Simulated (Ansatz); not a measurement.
# SiNi: the cost of one run

Computed with Ansatz 0.2.0 (DFT PBEsol, scalar-relativistic, plane waves, PAW, unless a step's input says otherwise).

2 further runs of the same task are left out: 2 that didn't finish. Runs told in other sessions of the task aren't counted.

### Step 1. The system as given

The structure is orthorhombic, space group Pmmn (No. 59). Conventional cell: a = 3.027 Å, b = 3.273 Å, c = 4.698 Å, α = 90.00°, β = 90.00°, γ = 90.00°. Si (site symmetry mm2) has 6 Ni at 2.34 to 2.40 Å and 4 Si at 2.68 Å in its first shell of neighbours. Ni (site symmetry mm2) has 6 Si at 2.34 to 2.40 Å and 4 Ni at 2.67 Å in its first shell of neighbours.

Structure file:

```
Si Ni
1.0
     3.02662    0.00000    0.00000
     0.00000    3.27350    0.00000
     0.00000    0.00000    4.69776
Si Ni
2 2
Direct
  0.50000 0.50000 0.84230
  0.00000 0.00000 0.15770
  0.50000 0.50000 0.34422
  0.00000 0.00000 0.65578
```

The structure comes from the Crystallography Open Database.

### Step 2. A first look at the start

Contents of input.yaml:

```yaml
crystal:
  lattice:
    - [3.02662, 0.0, 0.0]
    - [0.0, 3.2735, 0.0]
    - [0.0, 0.0, 4.69776]
  atoms:
    - { symbol: Si, position: [0.5, 0.5, 0.8423] }
    - { symbol: Si, position: [0.0, 0.0, 0.1577] }
    - { symbol: Ni, position: [0.5, 0.5, 0.34422], spin: 2.0 }
    - { symbol: Ni, position: [0.0, 0.0, 0.65578], spin: 2.0 }
basis:
  ecutwfc: 420
kpoints:
  mp_grid: { grid: [6, 6, 4] }
hamiltonian:
  xc: pbesol
scf:
  occupations: { method: gaussian, width: 0.1 }
  lower_state_search: "off"
output:
  forces: true
  stress: true
  eigenvalues: true
  populations: true
magnetization:
  spin_polarized: true
```

Launch:

```bash
$ ansatz run input.yaml --threads 4 --pin off --max-ram 9216MiB --backend cpu --events-out ev --progress --plain --runs-dir out
```

**Question.** How long does this run take on 4 threads of Arm Neoverse V2, shared host, and how much memory does it need?

About 2.8 s, with a peak of 0.41 GiB.
